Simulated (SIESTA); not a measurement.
Ta under changes of volume

One of the cells (18.371 Å³/atom); the others are scaled copies at fixed shape and fractional positions:

```
Ta
1.0
    -1.66222    1.66222    1.66222
     1.66222   -1.66222    1.66222
     1.66222    1.66222   -1.66222
Ta
1
Direct
  0.00000 0.00000 0.00000
```

| Quantity | Value |
| --- | --- |
| Program | SIESTA 5.4.2 |
| Functional | PBE |
| Potentials or basis | PseudoDojo 0.4 standard (PBE files) |
| Basis | DZP (energy shift 0.003 Ry; two zetas on semicore shells) |
| Grid cutoff | 800 Ry |
| Energy shift | 0.003 Ry |
| k mesh | 11 × 11 × 11 |
| Occupations | fermi-dirac, width 0.05 eV |
| Spin | no spin polarisation |

| volume (Å³/atom) | energy over the lowest point (meV/atom) | pressure (GPa) |
| --- | --- | --- |
| 16.930 | 72.09 | 18.8 |
| 17.290 | ? | ? |
| 17.650 | 13.86 | 7.8 |
| 18.371 | 0.00 | -0.9 |
| 18.731 | 7.01 | -4.7 |
| 19.091 | 21.79 | -8.0 |

Problem. What does the run at 17.290 Å³/atom give?

Solution. Energy over the lowest point 36.71 meV/atom; pressure 12.9 GPa.

Worked out: A Birch-Murnaghan fit of order 3 (a polynomial in V^(-2/3)) to the other rows has its minimum at 18.26 Å³/atom with B0 = V·E''(V) = 206 GPa and B' = 4.7. It gives 36.78 meV/atom at 17.290 Å³/atom, against the run's 36.71, and -dE/dV = 12.9 GPa, against 12.9.

Energies are extrapolated to zero smearing.

Caveats: short orbitals over semicore shells can move pressures by several GPa; the basis of atomic orbitals isn't converged, which shifts pressures, moduli and gaps.
